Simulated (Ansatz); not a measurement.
Relax this structure to zero stress and force, keeping its symmetry:

```yaml
crystal:
  lattice:
    - [-1.97966, 1.97966, 1.97966]
    - [1.97966, -1.97966, 1.97966]
    - [1.97966, 1.97966, -1.97966]
  atoms:
    - { symbol: Pb, position: [0.00000, 0.00000, 0.00000] }
```

Level of theory: DFT PBE+D3(BJ), scalar-relativistic, plane waves, PAW in Ansatz.

Cutoff 420 eV; k points 16×16×16 on the computed 1-atom cell (Γ-centred); Gaussian smearing, width 0.10 eV; no spin polarisation.

Q: What does it relax to?

A: The volume decreases by 0.69 Å³/atom to 30.35 Å³/atom, and the energy falls by 2.0 meV/atom. Final structure:
```
Pb
1.0
    -1.96498    1.96498    1.96498
     1.96498   -1.96498    1.96498
     1.96498    1.96498   -1.96498
Pb
1
Direct
  0.00000 0.00000 0.00000
```

Course of the relaxation (steps run on the plane waves of an earlier cell, and the basis is chosen afresh near the end, so energy and pressure can step there; trial steps that raised the energy were taken back; energies are free energies):

| step | E − E_final (meV/atom) | P (GPa) | V (Å³/atom) |
| --- | --- | --- | --- |
| 1 | 2.0 | -0.93 | 31.03 |
| 2 | -0.1 | -0.05 | 30.38 |
| 3 | 0.0 | -0.05 | 30.38 |
| 4 | 0.0 | 0.00 | 30.35 |
| 5 | 0.0 | 0.00 | 30.35 |

Spin–orbit coupling is left out, which can shift energies with elements as heavy as these. An atom lies near a switch of its D3 coefficient C6 between reference coordination numbers, so the dispersion energy changes steeply there and can make or shift the minimum.